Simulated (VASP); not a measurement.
ZnS (Wurtzite-4H): single point with PBE

ZnS (Wurtzite-4H):

```
Zn S
1.0
     3.82270    0.00000    0.00000
    -1.91135    3.31056    0.00000
     0.00000    0.00000   12.52000
Zn S
4 4
Direct
  0.66667 0.33333 0.75000
  0.33333 0.66667 0.25000
  0.00000 0.00000 0.50000
  0.00000 0.00000 0.00000
  0.66667 0.33333 0.93750
  0.33333 0.66667 0.43750
  0.00000 0.00000 0.68750
  0.00000 0.00000 0.18750
```

```json
{"Program": "VASP 6.6.1", "Task": "single point", "Functional": "PBE", "Potentials or basis": "VASP PAW PBE potentials, release 64 (Zn, S)", "Cutoff": "520 eV", "k mesh": "8 × 8 × 3", "Occupations": "gaussian, width 0.012 eV", "Spin": "no spin polarisation"}
```

- Pressure: 1.5 GPa
- Largest force: 0.043 eV/Å
- Band gap on the k mesh: 2.13 eV, direct

Forces in eV/Å, atoms in the order of the input:
```
Zn   0.000  0.000  0.008
Zn   0.000  0.000  0.008
Zn   0.000  0.000  0.023
Zn   0.000  0.000  0.023
S    0.000  0.000  0.012
S    0.000  0.000  0.012
S    0.000  0.000 -0.043
S    0.000  0.000 -0.043
```

Stress tensor (GPa, compression positive):
```
1.53 0.00 0.00
0.00 1.53 0.00
0.00 0.00 1.40
```

Levels at points of the mesh, in eV from the valence-band top:
```
           k point  band 33  band 34  band 35  band 36  band 37  band 38  band 39  band 40
(0.00, 0.00, 0.00)    -0.45    -0.04     0.00     0.00     2.13     3.19     3.39     3.63
(0.50, 0.00, 0.00)    -1.58    -1.57    -1.10    -0.87     3.31     3.37     3.77     4.35
```

Wall time 110 s on 1 thread of Intel(R) Xeon(R) Platinum 8488C (Sapphire Rapids), on a shared host, peak memory 0.31 GiB.

The gap isn't set beside the measured one, since this odd mesh misses points on the zone boundary.

Caveat: an odd mesh through Γ misses points on the zone boundary, where band edges often lie.
